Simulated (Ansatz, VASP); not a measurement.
# Cross-check of BaZrO3 between VASP and Ansatz, part 2 of 2

Aim: how closely do two programs agree when they are given the same cell, functional and k mesh? The structure shown is the end of the Ansatz relaxation below.

VASP 6.6.1 and Ansatz 0.2.0.

So far: Starting point; Ansatz: relaxation, PBEsol; VASP: single point, PBEsol, pair 1; Side by side.

### 6. VASP: single point, PBEsol, pair 2

Level of this step: PBEsol; plane waves and PAW (Ba_sv, Zr_sv, O) (VASP).

The same cell, functional, mesh and smearing now go to VASP, with its own data sets.

Input file INCAR:

```
SYSTEM = BaZrO3
PREC = Accurate
ENCUT = 600
EDIFF = 1E-06
NELM = 120
ISMEAR = -1
SIGMA = 0.02
LREAL = .FALSE.
ALGO = Normal
GGA = PS
NBANDS = 26
LASPH = .TRUE.
LORBIT = 11
LWAVE = .FALSE.
LCHARG = .FALSE.
ISIF = 2
GGA_COMPAT = .FALSE.
EFERMI = MIDGAP
KPAR = 2
```

Input file POSCAR:

```
BaZrO3
1.0
    4.0552295300      0.0000000000      0.0000000000
    0.0000000000      4.0552295300      0.0000000000
    0.0000000000      0.0000000000      4.2509673190
Ba Zr O
1 1 3
Direct
    0.0000000000      0.0000000000      0.0000000000
    0.5000000000      0.5000000000      0.5000000000
    0.5000000000      0.5000000000      0.0000000000
    0.5000000000      0.0000000000      0.5000000000
    0.0000000000      0.5000000000      0.5000000000
```

Input file KPOINTS:

```
Automatic mesh
0
Gamma
7 7 7
0 0 0
```

PAW data sets: Ba_sv, Zr_sv and O (PBE family, release 64).

The run is started by

```console
> mpirun -np 2 vasp_std
```

Numbers of over 12 decimals in the logs are rounded to 6 here.

The program printed:

```text
[banner, memory and clock lines left out]
running    2 mpi-ranks, on    1 nodes
[...]
[... a notice as in an earlier step ...]

 LDA part: xc-table for (Slater+PW92), standard interpolation
 POSCAR, INCAR and KPOINTS ok, starting setup
[...]
entering main loop
       N       E                     dE             d eps       ncg     rms          rms(c)
DAV:   1     0.337629586536E+03    0.33763E+03   -0.24133E+04  2080   0.170E+03
DAV:   2    -0.280361435808E+02   -0.36567E+03   -0.35683E+03  2572   0.392E+02
DAV:   3    -0.496379698464E+02   -0.21602E+02   -0.21540E+02  3266   0.914E+01
DAV:   4    -0.501960223068E+02   -0.55805E+00   -0.55733E+00  2934   0.121E+01
[...]
DAV:  12    -0.434313885978E+02    0.15157E-05   -0.62267E-05  3154   0.646E-02    0.156E-02
DAV:  13    -0.434313940190E+02   -0.54212E-05   -0.17915E-05  2382   0.294E-02    0.333E-03
DAV:  14    -0.434313937685E+02    0.25050E-06   -0.13745E-06  1678   0.924E-03
   1 F= -.43431394E+02 E0= -.43431394E+02  d E =0.000000E+00
```

Parts of OUTCAR (step 6):

```text
  Total        6.2338341      6.2338341      0.4681750      0.0000000     -0.0000000      0.0000000
  in kB      142.8720176    142.8720176     10.7300105      0.0000000     -0.0000000      0.0000000
  external PRESSURE =      98.8246819 kB  Pullay stress =       0.0000000 kB

 POSITION                                       TOTAL-FORCE (eV/Angst)
 -----------------------------------------------------------------------------------
      0.00000      0.00000      0.00000         0.000000      0.000000      0.000000
      2.02761      2.02761      2.12548         0.000000      0.000000      0.000000
      2.02761      2.02761      0.00000         0.000000      0.000000      0.000000
      2.02761      0.00000      2.12548         0.000000      0.000000      0.000000
      0.00000      2.02761      2.12548         0.000000      0.000000      0.000000
 -----------------------------------------------------------------------------------
    total drift:                                0.000000     -0.000000     -0.000000

  FREE ENERGIE OF THE ION-ELECTRON SYSTEM (eV)
  ---------------------------------------------------
  free  energy   TOTEN  =       -43.4313937685 eV

  energy  without entropy=      -43.4313937685  energy(sigma->0) =      -43.43139377

[... 1 part as in an earlier step ...]

[... 2 further parts left out ...]
[key lines of the parts left out:]
E-fermi :   5.5671
```

The run ends at a pressure of 9.88 GPa.

### 7. Differences

Both answers:

| quantity | Ansatz | VASP | difference |
| --- | --- | --- | --- |
| pressure (GPa) | 8.60 | 9.88 | -1.29 |
| gap on the k mesh (eV) | 3.238 | 3.181 | +0.057 |

A gap on the mesh is an upper bound, since the band edges may lie between its points.

### 8. Ansatz: relaxation, PBEsol

This run makes the geometry at which the two programs are then compared. The cell compared in this pair holds 71.99 Å³, against 69.91 Å³ for the pair before.

The structure compared here is the end of the Ansatz relaxation.

Input file input.yaml:

```yaml
crystal:
  lattice:
    - [4.13884251, 0.0, 0.0]
    - [0.0, 4.13884251, 0.0]
    - [0.0, 0.0, 4.205732894]
  atoms:
    - { symbol: Ba, position: [0.0, 0.0, 0.0] }
    - { symbol: Zr, position: [0.5, 0.5, 0.5] }
    - { symbol: O, position: [0.5, 0.5, 0.0] }
    - { symbol: O, position: [0.5, 0.0, 0.5] }
    - { symbol: O, position: [0.0, 0.5, 0.5] }
kpoints:
  mp_grid: { grid: [7, 7, 7] }
scf:
  occupations: { method: fermi_dirac, width: 0.02 }
hamiltonian:
  xc: pbesol
  pseudopotentials: { kind: paw, azcp: { folder: soft_1 }, xc_functional: pbe }
basis:
  ecutwfc: 600
output:
  forces: true
  stress: true
relax:
  f_tol: 0.005
  max_steps: 70
  cell: { stress_tol: 0.02, p_target: 0, fix: [a, b, alpha, beta, gamma] }
```

The run is started by

```console
> ansatz run input.yaml --threads 4 --pin off --max-ram 10240MiB --backend cpu --events-out ev --progress --plain --runs-dir out
```

The program printed:

```text
[...]
Crystal: 5 atoms, lattice volume = 72.044 Å³
Basis set: ecut = 600 eV, 2405 PW (Γ), exchange–correlation on 72×72×72 points (8 copies of the dense FFT grid, shifted against one another)
Bands: 25, of which v1, the nominal top of the filled ones, is band 20 counted from 1 (19 counted from 0)
Symmetry: 16 space group operations
[...]
k-points: 40 of 343
[...]
--- Relaxed structure (2 steps of the walk, 2 accepted, 1 SCFs on fresh bases) ---
[...]
cell:  # Å, volume = 71.9908 Å³
    - [4.13884251, 0, 0]
    - [0, 4.13884251, 0]
    - [0, 0, 4.202612]
  atoms:
    - { symbol: Ba, position: [0, 0, 0] }
    - { symbol: Zr, position: [0.500000, 0.500000, 0.5] }
    - { symbol: O, position: [0.500000, 0.500000, 0] }
    - { symbol: O, position: [0.500000, 0, 0.5] }
    - { symbol: O, position: [0, 0.500000, 0.5] }
[key lines of the parts left out:]
SCF converged after 6 iterations
Free energy (F): -11683.170994 eV
Fermi energy:    11.540491 eV
P = ⅓ Tr σ = 2.5598 GPa (25.598 kbar)
```

### 9. VASP: single point, PBEsol, pair 3

The same cell, functional, mesh and smearing now go to VASP, with its own data sets.

INCAR is that of step 6.

Edit POSCAR of step 6 so:

```diff
@@ -2,5 +2,5 @@
 1.0
-    4.0552295300      0.0000000000      0.0000000000
-    0.0000000000      4.0552295300      0.0000000000
-    0.0000000000      0.0000000000      4.2509673190
+    4.1388425100      0.0000000000      0.0000000000
+    0.0000000000      4.1388425100      0.0000000000
+    0.0000000000      0.0000000000      4.2026118357
 Ba Zr O
```

KPOINTS is that of step 6.

The run is started by

```console
> mpirun -np 2 vasp_std
```

The program printed:

```text
[... set-up lines as in an earlier step ...]
 entering main loop
       N       E                     dE             d eps       ncg     rms          rms(c)
DAV:   1     0.342457670817E+03    0.34246E+03   -0.24113E+04  2080   0.169E+03
DAV:   2    -0.280150971301E+02   -0.37047E+03   -0.36149E+03  2680   0.394E+02
DAV:   3    -0.498198620921E+02   -0.21805E+02   -0.21746E+02  3222   0.917E+01
DAV:   4    -0.504125376766E+02   -0.59268E+00   -0.59211E+00  2980   0.122E+01
[...]
DAV:  12    -0.436008971946E+02   -0.10176E-04   -0.94180E-05  2892   0.704E-02    0.188E-02
DAV:  13    -0.436009009920E+02   -0.37974E-05   -0.86453E-06  2606   0.186E-02    0.382E-03
DAV:  14    -0.436009007862E+02    0.20582E-06   -0.66116E-07  1684   0.593E-03
   1 F= -.43600901E+02 E0= -.43600901E+02  d E =0.000000E+00
```

Parts of OUTCAR (step 9):

```text
  Total        2.2400755      2.2400755      0.4746287      0.0000000     -0.0000000      0.0000000
  in kB       49.8535587     49.8535587     10.5630061      0.0000000     -0.0000000      0.0000000
  external PRESSURE =      36.7567078 kB  Pullay stress =       0.0000000 kB

 POSITION                                       TOTAL-FORCE (eV/Angst)
 -----------------------------------------------------------------------------------
      0.00000      0.00000      0.00000         0.000000      0.000000      0.000000
      2.06942      2.06942      2.10131         0.000000      0.000000      0.000000
      2.06942      2.06942      0.00000         0.000000      0.000000      0.000000
      2.06942      0.00000      2.10131         0.000000      0.000000      0.000000
      0.00000      2.06942      2.10131         0.000000      0.000000      0.000000
 -----------------------------------------------------------------------------------
    total drift:                                0.000000      0.000000      0.000000

  FREE ENERGIE OF THE ION-ELECTRON SYSTEM (eV)
  ---------------------------------------------------
  free  energy   TOTEN  =       -43.6009007862 eV

  energy  without entropy=      -43.6009007862  energy(sigma->0) =      -43.60090079

[... 1 part as in an earlier step ...]

[... 2 further parts left out ...]
[key lines of the parts left out:]
E-fermi :   5.3332
```

The run ends at a pressure of 3.68 GPa.

### 10. Differences

The two programs side by side:

| quantity | Ansatz | VASP | difference |
| --- | --- | --- | --- |
| pressure (GPa) | 2.56 | 3.68 | -1.12 |
| gap on the k mesh (eV) | 3.247 | 3.186 | +0.061 |

A gap on the mesh is an upper bound, since the band edges may lie between its points.

### 11. Results

```json
{
 "difference in pressure (single point, PBEsol, pair 1)": "-1.2 GPa",
 "difference in gap on the k mesh (single point, PBEsol, pair 1)": "0.061 eV",
 "difference in pressure (single point, PBEsol, pair 2)": "-1.3 GPa",
 "difference in gap on the k mesh (single point, PBEsol, pair 2)": "0.057 eV",
 "difference in pressure (single point, PBEsol, pair 3)": "-1.1 GPa",
 "difference in gap on the k mesh (single point, PBEsol, pair 3)": "0.061 eV"
}
```

The difference in pressure is -1.3 GPa (single point, PBEsol, pair 2), beyond the 1 GPa picked in this series as the mark of a large difference. What causes the difference of the single point, PBEsol, pair 1 pair stays open here. What causes the difference of the single point, PBEsol, pair 2 pair stays open here. What causes the difference of the single point, PBEsol, pair 3 pair stays open here. 3 further runs of this series are not shown here. How closely two codes agree says nothing of how well the functional describes the real material.

[Lines on the potential files, build, host, timing and source positions are cut from VASP's logs without a mark.]

[Logs are printed without paths, hosts, clocks, repeated set-up lines and the standing remarks that a program may print on its own settings, such as how far it seeks lower states.]

[Hosts, paths, dates, database ids (printed as entryN), source tags and the programs' standing remarks are cut or masked in the printed files.]
